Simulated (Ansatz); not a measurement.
# ZrB2 in Ansatz: the effect of functional

ZrB2:

```
CELL_PARAMETERS angstrom
3.19099 0.00000 0.00000
-1.59550 2.76348 0.00000
0.00000 0.00000 3.55640
ATOMIC_POSITIONS crystal
Zr 0.00000 0.00000 0.00000
B 0.66667 0.33333 0.50000
B 0.33333 0.66667 0.50000
```

The cell isn't the ideal one: volume scaled by 1.02.

Alike in all runs:

| Quantity | Value |
| --- | --- |
| Program | Ansatz 0.2.0 |
| Task | single point |
| Potentials or basis | Ansatz PAW |
| k mesh | 10 × 10 × 8 |
| Occupations | fermi-dirac, width 0.05 eV |
| Spin | no spin polarisation |

```tsv
functional	cutoff	pressure (GPa)
LDA	420 eV (not typed: the program's choice for these potentials)	?
r2SCAN	500 eV (not typed: the program's choice for these potentials)	-3.9
PBE	420 eV (not typed: the program's choice for these potentials)	-3.8
```

Q: What does the run with functional LDA give?

A: Pressure -13.1 GPa.

Caveats: the PAW data sets come from PBE, with cores solved anew for the run's functional, which leaves a small shift of forces and pressure (some runs).
